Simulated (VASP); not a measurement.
# KCl (Sylvite) (Fm-3m) in VASP: settings compared, part 3 of 3

VASP 6.6.1.

## Step 5: Dielectric tensor, LDA

This run uses another cell than the first one, of 28.19 Å³/atom, 0.922 times its volume.

INCAR reads:

```
SYSTEM = KCl
ALGO = Normal
EDIFF = 1E-8
ENCUT = 600
ISIF = 2
ISMEAR = 0
LASPH = .True.
LCHARG = .False.
LEPSILON = .True.
LREAL = .False.
LWAVE = .False.
NELM = 80
PREC = Accurate
SIGMA = 0.03
```

KPOINTS reads:

```
k-points
0
Monkhorst
  12 12 12
  0 0 0
```

POSCAR reads:

```
KCl                                     
1.0
    0.0000000000      3.0435491208      3.0435491208
    3.0435491208      0.0000000000      3.0435491208
    3.0435491208      3.0435491208      0.0000000000
  K               Cl            
     1     1
Direct
     0.0000000000000000    0.0000000000000000    0.0000000000000000
     0.5000000000000000    0.5000000000000000    0.5000000000000000
```

Potentials or basis: VASP PAW LDA potentials, release 64 (K_sv, Cl).

Started as:

```
> cat potpaw_LDA.64/K_sv/POTCAR potpaw_LDA.64/Cl/POTCAR > POTCAR
> mpirun -np 1 vasp_std > vasp.out
```

OUTCAR:

```text
SYSTEM = KCl
   EDIFF = 1E-8
   ENCUT = 600
   ISIF = 2
   ISMEAR = 0
   LASPH = .True.
   LEPSILON = .True.
   LREAL = .False.
   NELM = 80
   PREC = Accurate

 ion  position               nearest neighbor table
   1  0.000  0.000  0.000-   2 3.04   2 3.04   2 3.04   2 3.04   2 3.04   2 3.04
   2  0.500  0.500  0.500-   1 3.04   1 3.04   1 3.04   1 3.04   1 3.04   1 3.04

  LATTYP: Found a face centered cubic cell.
 ALAT       =     6.0870982416

  Lattice vectors:

 A1 = (   0.0000000000,   3.0435491208,   3.0435491208)
 A2 = (   3.0435491208,   0.0000000000,   3.0435491208)
 A3 = (   3.0435491208,   3.0435491208,   0.0000000000)

Analysis of symmetry for initial positions (statically):
=====================================================================
 Subroutine PRICEL returns:
 Original cell was already a primitive cell.

 Routine SETGRP: Setting up the symmetry group for a
 face centered cubic supercell.

 Subroutine GETGRP returns: Found 48 space group operations
 (whereof 48 operations were pure point group operations)
 out of a pool of 48 trial point group operations.

The static configuration has the point symmetry O_h .

Analysis of symmetry for dynamics (positions and initial velocities):
=====================================================================
 Subroutine PRICEL returns:
 Original cell was already a primitive cell.

 Routine SETGRP: Setting up the symmetry group for a
 face centered cubic supercell.

 Subroutine GETGRP returns: Found 48 space group operations
 (whereof 48 operations were pure point group operations)
 out of a pool of 48 trial point group operations.

The dynamic configuration has the point symmetry O_h .

 Subroutine INISYM returns: Found 48 space group operations
 (whereof 48 operations are pure point group operations),
 and found     1 'primitive' translations

----------------------------------------------------------------------------------------

                                     Primitive cell

  volume of cell :      56.3860

  direct lattice vectors                    reciprocal lattice vectors
     0.000000000  3.043549121  3.043549121    -0.164281889  0.164281889  0.164281889
     3.043549121  0.000000000  3.043549121     0.164281889 -0.164281889  0.164281889
     3.043549121  3.043549121  0.000000000     0.164281889  0.164281889 -0.164281889

  length of vectors
     4.304228444  4.304228444  4.304228444     0.284544579  0.284544579  0.284544579

  position of ions in fractional coordinates (direct lattice)
     0.000000000  0.000000000  0.000000000
     0.500000000  0.500000000  0.500000000

  ion indices of the primitive-cell ions
   primitive index   ion index
                 1           1
                 2           2

----------------------------------------------------------------------------------------

 KPOINTS: k-points

[... 470 lines left out ...]
      8      -1.7553      2.00000
      9       4.5003      0.00000
     10       5.6048      0.00000
     11       7.4602      0.00000
     12       7.4729      0.00000

 [... further k-points ...]

  FORCE on cell =-STRESS in cart. coord.  units (eV):
  Direction    XX          YY          ZZ          XY          YZ          ZX
  --------------------------------------------------------------------------------------
  -------------------------------------------------------------------------------------
  Total       -0.0001719     -0.0001719     -0.0001719     -0.0000000      0.0000000     -0.0000000
  in kB       -0.0048858     -0.0048858     -0.0048858     -0.0000000      0.0000000     -0.0000000
  external PRESSURE =      -0.0048858 kB  Pullay stress =       0.0000000 kB

 VOLUME and BASIS-vectors are now :
 -----------------------------------------------------------------------------
  energy-cutoff  :      600.00
  volume of cell :       56.39
      direct lattice vectors                 reciprocal lattice vectors
     0.000000000  3.043549121  3.043549121    -0.164281889  0.164281889  0.164281889
     3.043549121  0.000000000  3.043549121     0.164281889 -0.164281889  0.164281889
     3.043549121  3.043549121  0.000000000     0.164281889  0.164281889 -0.164281889

 POSITION                                       TOTAL-FORCE (eV/Angst)
 -----------------------------------------------------------------------------------
      0.00000      0.00000      0.00000         0.000000      0.000000      0.000000
      3.04355      3.04355      3.04355        -0.000000     -0.000000     -0.000000
 -----------------------------------------------------------------------------------
    total drift:                                0.000000      0.000000      0.000000

  FREE ENERGIE OF THE ION-ELECTRON SYSTEM (eV)
  ---------------------------------------------------
  free  energy   TOTEN  =        -7.4081814126 eV

  energy  without entropy=       -7.4081814126  energy(sigma->0) =       -7.40818141

 HEAD OF MICROSCOPIC STATIC DIELECTRIC TENSOR (INDEPENDENT PARTICLE, excluding Hartree and local field effects)
 ------------------------------------------------------
           2.818160    -0.000000     0.000000
           0.000000     2.818160     0.000000
           0.000000     0.000000     2.818160
 ------------------------------------------------------

 Free energy of the ion-electron system (eV)
  ---------------------------------------------------
  ---------------------------------------------------
  free energy    TOTEN  =        -0.25709834 eV

  energy without entropy =       -0.25709834

------------------------ aborting loop because EDIFF is reached ----------------------------------------

--------------------------------------- Ionic step        2  -------------------------------------------

------------------------ aborting loop because EDIFF is reached ----------------------------------------

--------------------------------------- Ionic step        3  -------------------------------------------

 Free energy of the ion-electron system (eV)
  ---------------------------------------------------
  ---------------------------------------------------
  free energy    TOTEN  =        -0.25709824 eV

  energy without entropy =       -0.25709824

------------------------ aborting loop because EDIFF is reached ----------------------------------------

 PIEZOELECTRIC TENSOR FIELD DIRECTION 3  (e Angst)
 -----------------------------------------------------------------------------
    -0.00013  0.00000  0.00000           (  0.00000  0.00000  0.00000)
     0.00000 -0.00013 -0.00000           (  0.00000  0.00000 -0.00000)
     0.00000 -0.00000 -0.00029           (  0.00000 -0.00000  0.00000)

 PIEZOELECTRIC TENSOR FIELD DIRECTION 3  (C/m^2)
 -----------------------------------------------------------------------------
    -0.00004  0.00000  0.00000
     0.00000 -0.00004 -0.00000
     0.00000 -0.00000 -0.00008

 MACROSCOPIC STATIC DIELECTRIC TENSOR (including local field effects in DFT)
 ------------------------------------------------------
           2.505666    -0.000000     0.000000
           0.000000     2.505666    -0.000000
           0.000000    -0.000000     2.505666
 ------------------------------------------------------

 PIEZOELECTRIC TENSOR (including local field effects)  for field in x, y, z        (e  Angst)
          XX          YY          ZZ          XY          YZ          ZX
  --------------------------------------------------------------------------------
  x     0.00000     0.00000     0.00000     0.00000     0.00000     0.00000
  y     0.00000     0.00000     0.00000     0.00000     0.00000     0.00000
  z     0.00000     0.00000     0.00000     0.00000     0.00000     0.00000

 PIEZOELECTRIC TENSOR (including local field effects)  for field in x, y, z        (C/m^2)
          XX          YY          ZZ          XY          YZ          ZX
  --------------------------------------------------------------------------------
  x     0.00000     0.00000     0.00000     0.00000     0.00000     0.00000
  y     0.00000     0.00000     0.00000     0.00000     0.00000     0.00000
  z     0.00000     0.00000     0.00000     0.00000     0.00000     0.00000

 BORN EFFECTIVE CHARGES (including local field effects) (in |e|, cummulative output)
 ---------------------------------------------------------------------------------
 ion    1
    1     1.11034    -0.00000     0.00000
    2     0.00000     1.11034     0.00000
    3     0.00000     0.00000     1.11034
 ion    2
    1    -1.11034     0.00000     0.00000
    2    -0.00000    -1.11034     0.00000
    3     0.00000     0.00000    -1.11034
```

Wall time 27 min (1 thread of Intel Xeon 6975P-C (Granite Rapids), shared host); peak memory 0.99 GiB.

What came out:

```yaml
Electronic_dielectric_tensor_diagonal: 2.51
Born_charges_mean_of_the_diagonal: K +1.11; Cl -1.11 e
```

Electronic dielectric tensor:
```
2.51 0.00 0.00
0.00 2.51 0.00
0.00 0.00 2.51
```

Born effective charge tensors (e):
atom 1, K
```
1.11 0.00 0.00
0.00 1.11 0.00
0.00 0.00 1.11
```
atom 2, Cl
```
-1.11  0.00  0.00
 0.00 -1.11  0.00
 0.00  0.00 -1.11
```

## Step 6: Comparison with measurements

Step 2. A measured gap of KCl is 8.68 eV (a printed reference work, monograph); the calculated 8.78 eV misses it by +0.10 eV. The value is that of PBE-EpsX, without temperature or zero-point motion.

Step 5. Measured high-frequency dielectric constant of KCl: 2.19 (80 K; a printed reference work, textbook). This calculation gives 2.51 (+14.4 %).
